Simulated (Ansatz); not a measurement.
# NiO: the cost of one run

Computed with Ansatz 0.2.0 (DFT r2SCAN, scalar-relativistic, plane waves, PAW, unless a step's input says otherwise).

1 further run of the same task is left out (set aside as unsound or not needed).

## (1) The system as given

It takes space group P6_3mc (No. 186, hexagonal). Conventional cell: a = 3.202 Å, b = 3.202 Å, c = 5.232 Å, α = 90.00°, β = 90.00°, γ = 120.00°. Co (site symmetry 3m) has 4 O at 1.93 to 1.97 Å as nearest neighbours. O (site symmetry 3m) has 4 Co at 1.93 to 1.97 Å as nearest neighbours.

As a file:

```xyz
4
Lattice="3.2024 0.0000 0.0000 -1.6012 2.7734 0.0000 0.0000 0.0000 5.2320" Properties=species:S:1:pos:R:3 pbc="T T T"
Co    0.0000    0.0000    0.0173
Co    0.0000    1.8489    2.6333
O     0.0000    0.0000    1.9447
O     0.0000    1.8489    4.5607
```

It goes back to an entry of the Materials Project, which need not be the stable form.

This cell was relaxed beforehand with the same method: volume 11.62 Å³/atom, gap on the mesh 0.69 eV, site moments up to 2.3 μB.

## (2) Swap Co → Ni

The start of NiO: fractional positions of relaxed CoO, cell scaled by 0.993, a guess from tabulated radii. Atoms that may carry a moment start with parallel spins.

## (3) Quick check of gap, pressure and forces (NiO)

Input file input.yaml:

```yaml
crystal:
  lattice:
    - [3.1812019392, 0.0, 0.0]
    - [-1.5906009696, 2.7550016939, 0.0]
    - [0.0, 0.0, 5.197348845]
  atoms:
    - { symbol: Ni, position: [0.0, 0.0, 0.0033049932], spin: 2.0 }
    - { symbol: Ni, position: [0.3333333333, 0.6666666667, 0.5033027443], spin: 2.0 }
    - { symbol: O, position: [0.0, 0.0, 0.3716976593] }
    - { symbol: O, position: [0.3333333333, 0.6666666667, 0.8716956031] }
basis:
  ecutwfc: 500
kpoints:
  mp_grid: { grid: [6, 6, 4] }
hamiltonian:
  xc: r2scan
scf:
  occupations: { method: gaussian, width: 0.1 }
  lower_state_search: "off"
output:
  forces: true
  stress: true
  eigenvalues: true
  populations: true
magnetization:
  spin_polarized: true
```

Launch:

```bash
$ ansatz run input.yaml --threads 1 --pin off --max-ram 2560MiB --backend cpu --events-out ev --progress --plain --runs-dir out
```

What time and memory should one allow on 1 thread of Arm Neoverse V2, shared host?

About 27 s, with a peak of 0.42 GiB.
